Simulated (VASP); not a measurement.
Runs of VASP 6.6.1 on Rh. It takes space group P6_3/mmc (No. 194, hexagonal). The conventional cell has a = 2.692 Å, b = 2.692 Å, c = 4.397 Å, α = 90.00°, β = 90.00°, γ = 120.00°. Rh (site symmetry -6m2) has 12 Rh at 2.69 Å as nearest neighbours. This isn't the form of Rh at room conditions, which is fcc.

```tsv
task	level	potentials or basis	cell	k mesh	cutoff (eV)	mesh quality	gap on the mesh (eV)	pressure (GPa)	relaxed volume (Å³/atom)
relaxation of cell and atoms	LDA	VASP PAW LDA potentials, release 64 (Rh_pv)	relaxed	18 × 18 × 10	600	not flagged	none	0.0	13.31
relaxation of cell and atoms	PBEsol	VASP PAW PBE potentials, release 64 (Rh)	relaxed	18 × 18 × 10	580	not flagged	none	0.0	13.50
single point	PBEsol	VASP PAW PBE potentials, release 64 (Rh_pv)	as given	18 × 18 × 10	520	not flagged	none	(a)	-
relaxation of cell and atoms	RPBE	VASP PAW PBE potentials, release 64 (Rh_pv)	relaxed	18 × 18 × 10	600	not flagged	none	0.0	14.36
relaxation of cell and atoms	PBEsol	VASP PAW PBE potentials, release 64 (Rh_pv)	relaxed	6 × 6 × 4	600	coarse	none	0.0	13.55
relaxation of cell and atoms	PBEsol	VASP PAW PBE potentials, release 64 (Rh_pv)	relaxed	18 × 18 × 10	600	not flagged	none	0.0	13.54
relaxation of cell and atoms	PBEsol	VASP PAW PBE potentials, release 64 (Rh_pv)	relaxed	18 × 18 × 10	300	not flagged	none	0.0	(b)
```

Alike in all rows: no spin polarisation; smearing gaussian 0.1 eV.

Q: Estimate the missing entries.

A: (a) -5.2; (b) 13.52.

Caveats: some runs use coarse meshes; the PAW data sets were made with another functional, which shifts forces and pressure a little (some runs); the cutoff is under 1.25 times the usual one of these potentials, so pressure, stress and relaxed cells hold a basis-set (Pulay) error (some runs).

A k mesh can miss the band edges, and the runs leave out spin-orbit coupling on Rh.

A gap of «none» marks a metal or a gap under the smearing width.

The runs don't all hold the same shells in valence.

Runs at the PBE level aren't shown here.
